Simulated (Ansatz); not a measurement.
The geometry is COD entry 2101853, unchecked; take it as a test cell. The listed cell was then made from it by scaling, straining or moving an atom.

An input for SnO₂: DFT, PBE, all-electron LAPW, scalar-relativistic (Ansatz 0.2.0).

Command: `ansatz run input.yaml --threads 2 --pin off --max-ram 6144MiB --backend cpu --events-out ev --progress --plain --runs-dir out` The run took 37 s on 2 threads of Intel(R) Xeon(R) CPU @ 2.60GHz (Ice Lake), on a shared host, peak memory 0.73 GiB.

```yaml
crystal:
  lattice:
    - [4.73735, 0.07106025, 0.07106025]
    - [0.07106025, 4.73735, 0.07106025]
    - [0.047796, 0.047796, 3.1864]
  atoms:
    - { symbol: Sn, position: [0.0, 0.0, 0.0] }
    - { symbol: Sn, position: [0.5, 0.5, 0.5] }
    - { symbol: O, position: [0.30562, 0.30562, 0.0] }
    - { symbol: O, position: [0.19438, 0.80562, 0.5] }
    - { symbol: O, position: [0.69438, 0.69438, 0.0] }
    - { symbol: O, position: [0.80562, 0.19438, 0.5] }
kpoints:
  mp_grid: { grid: [4, 4, 6] }
  band_path:
    path:
      - [0.0, 0.0, 0.0]
      - [0.4857550193, -0.4857550193, 0.0]
      - [-0.4857550193, -0.5142449807, 0.0]
      - [-0.5, -0.5, 0.0]
      - [0.0, 0.0, 0.0]
      - [-0.5, -0.5, -0.5]
      - [-0.4645764293, -0.5354235707, -0.5]
      - [0.4645764293, -0.4645764293, -0.5]
      - [0.0, 0.0, -0.5]
    npoints: 5
scf:
  occupations: { method: fermi_dirac, width: 0.03 }
hamiltonian:
  xc: pbe
  pseudopotentials: { kind: all_electron, lapw: { basis_error: 0.001 } }
output:
  forces: true
  stress: true
  eigenvalues: true
```

Set-up and iterations as logged by Ansatz (the results part is left out, to be predicted):

```
LAPW: plane waves up to 10.590 Å⁻¹, error target 1.0e-3 eV per atom; small_component_spin mean_spin; O in spheres of 0.888 Å, 8 of its electrons in bands, Dirac shells []; Sn in spheres of 1.129 Å, 32 of its electrons in bands, Dirac shells []
Engine: ansatz 0.2.0
Pseudopotentials: kind: all_electron
Pseudopotential: Sn, LAPW, valence charge 32, Koelling and Harmon's equation, gaussian nucleus
Pseudopotential: O, LAPW, valence charge 8, Koelling and Harmon's equation, gaussian nucleus
Functional definition: PBE
  parameter kappa = 0.804
  parameter beta = 0.06672455060314922
  exchange = pbe_x(kappa = kappa, mu = beta*pi^2/3)
  correlation = pbe_c(beta = beta)
Crystal: 6 atoms, lattice volume = 71.463 Å³
Basis set: ecut = 427.2493526556959 eV, 1447 PW (Γ), exchange–correlation at level 2
Bands: 58, of which v1, the nominal top of the filled ones, is band 48 counted from 1 (47 counted from 0)
Symmetry: 4 space group operations
Space group: C2/m (ITA 12), of the structure as read, at distance tolerance 4.1e-5 Å
k-points: 34 of 96
Non-local potential: Sn, projectors of the file, none
Non-local potential: O, projectors of the file, none
Initial density: superposition of atomic densities (chi_scale 0.1, normalization cell, long waves kept (reshape's long-wave potential 0.00 eV rms))
Initial wavefunctions: plane waves of lowest kinetic energy (no species holds an atomic orbital)
Functional: x = pbe(κ = 0.804, μ = 0.2195149727645171), c = pbe(β = 0.06672455060314922)
iter 1 solved again at ethr=1.36e-2 eV; its pass at ethr=1.00e-1 eV (dr2=1.30e1 eV) is discarded
SCF iter   1: F=—  HF=-344378.286490 eV  |F-HF|=—  |Δ(HF+E_count)|=         —  Δρ=1.29e-1  dr2=1.30e1  ethr=1.36e-2  ⟨swp⟩=2.0  Hψ=12009  notcnv=0
iter 2 solved again at ethr=3.68e-4 eV; its pass at ethr=1.36e-2 eV (dr2=3.53e-1 eV) is discarded
SCF iter   2: F=—  HF=-344372.227212 eV  |F-HF|=—  |Δ(HF+E_count)|=    6.06e0  Δρ=2.52e-2  dr2=3.51e-1  ethr=3.68e-4  ⟨swp⟩=2.4  Hψ=10140  notcnv=0
SCF iter   3: F=—  HF=-344372.035419 eV  |F-HF|=—  |Δ(HF+E_count)|=         —  Δρ=2.58e-2  dr2=5.72e-1  ethr=3.66e-4  ⟨swp⟩=3.0  Hψ=6221  notcnv=0
the basis was enlarged: its passes take 5.5 MiB over the memory plan, 2 of 2 planned eigensolver slots
SCF iter   4: F=—  HF=-344371.996128 eV  |F-HF|=—  |Δ(HF+E_count)|=   3.93e-2  Δρ=5.14e-3  dr2=1.67e-2  ethr=3.66e-4  ⟨swp⟩=3.0  Hψ=6078  notcnv=0
SCF iter   5: F=—  HF=-344371.987159 eV  |F-HF|=—  |Δ(HF+E_count)|=   8.97e-3  Δρ=2.11e-3  dr2=2.17e-3  ethr=1.74e-5  ⟨swp⟩=2.9  Hψ=6079  notcnv=0
SCF iter   6: F=—  HF=-344371.986926 eV  |F-HF|=—  |Δ(HF+E_count)|=   2.33e-4  Δρ=7.66e-4  dr2=3.96e-4  ethr=2.26e-6  ⟨swp⟩=3.0  Hψ=6145  notcnv=0
SCF iter   7: F=—  HF=-344371.986794 eV  |F-HF|=—  |Δ(HF+E_count)|=   1.32e-4  Δρ=2.40e-4  dr2=3.54e-5  ethr=4.13e-7  ⟨swp⟩=2.5  Hψ=5671  notcnv=0
SCF iter   8: F=—  HF=-344371.986855 eV  |F-HF|=—  |Δ(HF+E_count)|=   6.11e-5  Δρ=7.39e-5  dr2=3.27e-6  ethr=3.69e-8  ⟨swp⟩=3.0  Hψ=6077  notcnv=0
SCF iter   9: F=-344371.986863 eV  HF=-344371.986863 eV  |F-HF|=4.37e-9  |Δ(HF+E_count)|=   7.35e-6  Δρ=9.26e-6  dr2=7.65e-8  ethr=3.41e-9  ⟨swp⟩=3.0  Hψ=6181  notcnv=0
```

(1) What pressure will this run report?

(2) How large will the largest force be?

(3) Is there a band gap?

Results:

(1) 11.36 GPa (positive in compression).

(2) 0.397 eV/Å.

(3) 1.26 eV, direct at Γ.
